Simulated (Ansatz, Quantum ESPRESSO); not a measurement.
# RbBr (Fm-3m): a worked LO-TO splitting

How high does the longitudinal optical mode of RbBr (Fm-3m) lie, given the transverse one, the Born charge and ε∞?

Calculated with Quantum ESPRESSO 8.0 development, patched; DFT LDA, scalar-relativistic, plane waves, PseudoDojo norm-conserving pseudopotentials.

The database entry behind the starting cell differs from later determinations by our own check (about 0.5 % short), so it need not match the best structure at ambient conditions.

### 1. The relaxed structure

Symmetry: Fm-3m, No. 225, cubic system. The conventional cell has a = 6.667 Å, b = 6.667 Å, c = 6.667 Å, α = 90.00°, β = 90.00°, γ = 90.00°. Nearest to Rb lie 6 Br at 3.33 Å. Nearest to Br lie 6 Rb at 3.33 Å. Farther neighbours and most contacts between anions are not listed.

As a file:

```cif
data_structure
_symmetry_space_group_name_H-M 'Fm-3m'
_symmetry_Int_Tables_number 225
_cell_length_a 6.6669
_cell_length_b 6.6669
_cell_length_c 6.6669
_cell_angle_alpha 90.000
_cell_angle_beta 90.000
_cell_angle_gamma 90.000
_cell_volume 296.32
loop_
_atom_site_label
_atom_site_type_symbol
_atom_site_symmetry_multiplicity
_atom_site_Wyckoff_symbol
_atom_site_fract_x
_atom_site_fract_y
_atom_site_fract_z
_atom_site_occupancy
Rb1 Rb 4 a 0.00000 0.00000 0.00000 1
Br1 Br 4 b 0.00000 0.50000 0.00000 1
```

This is the cell after its relaxation at this level of theory, not the database cell from which that began.

### 2. What the response run gave

A linear-response run on the relaxed cell, with the response to an electric field; only its zone-centre results are used. Cutoff 44 Ry, k mesh 6×6×6.

What it wrote:

```text
[banners, grids, parts of the stress and lines that vanish by symmetry left out]
Program PHONON v.8.0dev
     Dynamical matrices for q-points given in input
     (   1q-points):
[...]
Exchange-correlation= PW
                           (   1   4   0   0   0   0   0)
[...]
kinetic-energy cut-off    =      44.0000  Ry
     charge density cut-off    =     176.0000  Ry
     convergence threshold     =      1.0E-18
[...]
Exchange-correlation= PW
                           (   1   4   0   0   0   0   0)
[...]
q = (   0.0000000   0.0000000   0.0000000 )
     49 Sym.Ops. (with q -> -q+G )
     G cutoff =  353.8052  (  19747 G-vectors)     FFT grid: ( 40, 40, 40)
     number of k points=    16
[...]
Mode symmetry, O_h (m-3m)  point group:
[...]
Dielectric constant
[...]
End of electric fields calculation
          Dielectric constant in cartesian axis
          (       2.731858557      -0.000000000       0.000000000 )
          (      -0.000000000       2.731858557       0.000000000 )
          (       0.000000000      -0.000000000       2.731858557 )
          Effective charges (d Force / dE) in cartesian axis without acoustic sum rule applied (asr)
           atom    1  Rb    Mean Z*:        1.14168
      Ex  (        1.14168       -0.00000       -0.00000 )
      Ey  (       -0.00000        1.14168        0.00000 )
      Ez  (        0.00000        0.00000        1.14168 )
           atom    2  Br    Mean Z*:       -1.14226
      Ex  (       -1.14226        0.00000        0.00000 )
      Ey  (        0.00000       -1.14226       -0.00000 )
      Ez  (        0.00000       -0.00000       -1.14226 )
          Effective charges Sum: Mean:       -0.00058
[...]
Effective charges (d Force / dE) in cartesian axis with asr applied:
           atom    1  Rb    Mean Z*:        1.14197
[...]
atom    2  Br    Mean Z*:       -1.14197
[...]
Dielectric constant from finite-differences
          (       2.731823473      -0.000000000       0.000000000 )
          (      -0.000000000       2.731823473       0.000000000 )
          (       0.000000000       0.000000000       2.731823473 )
[...]
(      -0.000000000       0.000000000      -0.000000000 )
          (      -0.000000000       0.000000000       0.000000000 )
          (      -0.000000000      -0.000000000      -0.000000000 )
          (      -0.000000000      -0.000000000      -0.000000000 )
          (      -0.000000000      -0.000000000      -0.000000000 )
          (       0.000000000       0.000000000       0.000000000 )
          (       0.000000000       0.000000000       0.000000000 )
          (      -0.000000000       0.000000000       0.000000000 )
[...]
(       0.000000000       0.000000000       0.000000000 )
          (       0.000000000       0.000000000       0.000000000 )
          (       0.000000000       0.000000000       0.000000000 )
          (       0.000000000       0.000000000       0.000000000 )
          (       0.000000000       0.000000000       0.000000000 )
[...]
Representation #   1 modes #   1   2   3
[...]
End of self-consistent calculation
     Convergence has been achieved
     Representation #   2 modes #   4   5   6
[...]
End of self-consistent calculation
     Convergence has been achieved
[...]
Dielectric constant in cartesian axis
          (       2.731858557      -0.000000000       0.000000000 )
          (      -0.000000000       2.731858557       0.000000000 )
          (       0.000000000      -0.000000000       2.731858557 )
          Effective charges (d Force / dE) in cartesian axis without acoustic sum rule applied (asr)
           atom    1  Rb    Mean Z*:        1.14168
      Ex  (        1.14168       -0.00000       -0.00000 )
      Ey  (       -0.00000        1.14168        0.00000 )
      Ez  (        0.00000        0.00000        1.14168 )
           atom    2  Br    Mean Z*:       -1.14226
      Ex  (       -1.14226        0.00000        0.00000 )
      Ey  (        0.00000       -1.14226       -0.00000 )
      Ez  (        0.00000       -0.00000       -1.14226 )
          Effective charges Sum: Mean:       -0.00058
[...]
Effective charges (d Force / dE) in cartesian axis with asr applied:
           atom    1  Rb    Mean Z*:        1.14197
[...]
atom    2  Br    Mean Z*:       -1.14197
[...]
q = (    0.000000000   0.000000000   0.000000000 )
[...]
freq (    1) =      -0.008960 [THz] =      -0.298885 [cm-1]
     freq (    2) =      -0.008960 [THz] =      -0.298885 [cm-1]
     freq (    3) =      -0.008960 [THz] =      -0.298885 [cm-1]
     freq (    4) =       2.983783 [THz] =      99.528274 [cm-1]
     freq (    5) =       2.983783 [THz] =      99.528274 [cm-1]
     freq (    6) =       2.983783 [THz] =      99.528274 [cm-1]
[...]
Mode symmetry, O_h (m-3m)  point group:
     freq (   1-   3) =         -0.3  [cm-1]   --> T_1u G_15  G_4- I
     freq (   4-   6) =         99.5  [cm-1]   --> T_1u G_15  G_4- I

   JOB DONE.
```

```csv
quantity,value
cell volume Ω (Å³),74.081
mass of Rb (u),85.468
mass of Br (u),79.904
"Born charge of Rb, raw (e)",1.142
"Born charge of Br, raw (e)",-1.142
ε∞,2.732
ω(TO) after the sum rule (cm⁻¹),99.5
```

### 3. The calculation

The charges must sum to zero over the cell; taking off their mean, 0.000 e, leaves Z* = 1.142 e on Rb. In the polar mode Rb moves against Br, so the reduced mass is μ = 85.47 × 79.90 / 165.37 = 41.296 u.

A longitudinal wave builds up a field that adds to the restoring force: ω(LO)² = ω(TO)² + 4π Z*² / (μ Ω ε∞), in Hartree atomic units. With μ = 75278 electron masses and Ω = 499.92 bohr³ the second term is 1.5941e-07 Ha², or 7678 cm⁻² (1 Ha = 219474.6 cm⁻¹).

So ω(LO) = √(9906 + 7678) = 132.6 cm⁻¹, and by the Lyddane-Sachs-Teller relation ε₀ = ε∞ (ω(LO)/ω(TO))² = 4.85.

### 4. Check against the program

The analysis program adds the same non-analytic term to the full matrix, here for q along (1 0 0).

What it wrote:

```text
[banner, memory and clock lines left out]
Program DYNMAT v.8.0dev

     Reading Dynamical Matrix from file g.dyn
     ...Force constants read
     ...epsilon and Z* read
     ...Raman cross sections read

     Polarizability (A^3 units)
     multiply by 0.634000 for Clausius-Mossotti correction (not under assume_isolated = 'mt')
        10.209581   -0.000000    0.000000
        -0.000000   10.209581   -0.000000
         0.000000    0.000000   10.209581

     IR activities are in (D/A)^2/amu units

# mode   [cm-1]    [THz]      IR
    1     -0.00   -0.0000    0.0000
    2      0.00    0.0000    0.0000
    3      0.00    0.0000    0.0000
    4     99.53    2.9838    0.7286
    5     99.53    2.9838    0.7286
    6    132.61    3.9754    0.7286
```

ε₀ comes from the program's run without a direction of q.

```csv
quantity,by hand,program
ω(LO) (cm⁻¹),132.6,132.6
ε₀,4.85,4.85
```

### 5. Summary of results

- TO mode: 99.53 cm⁻¹
- LO mode: 132.6 cm⁻¹
- static dielectric constant: 4.849

What this shows: The LO mode of RbBr (Fm-3m) lies at 133 cm⁻¹, 33 cm⁻¹ above the TO mode; the formula meets the program within 0.1 cm⁻¹, as it must for a cubic crystal with one polar mode. ω(LO)² − ω(TO)² goes with Z*²/ε∞: an error of 5 % in ε∞ would move the LO mode by 1.4 cm⁻¹, and semilocal functionals tend to overestimate ε∞. These are harmonic values at zero temperature, at the volume of this functional, for the structure held cubic; stability elsewhere in the zone is no part of this calculation.

[Host names and launcher messages were left out of these logs when they were recorded.]

[Logs are printed without paths, hosts, clocks, repeated set-up lines and the standing remarks that a program may print on its own settings, such as how far it seeks lower states.]

[Hosts, paths, dates, database ids (printed as entryN), source tags and the programs' standing remarks are cut or masked in the printed files.]
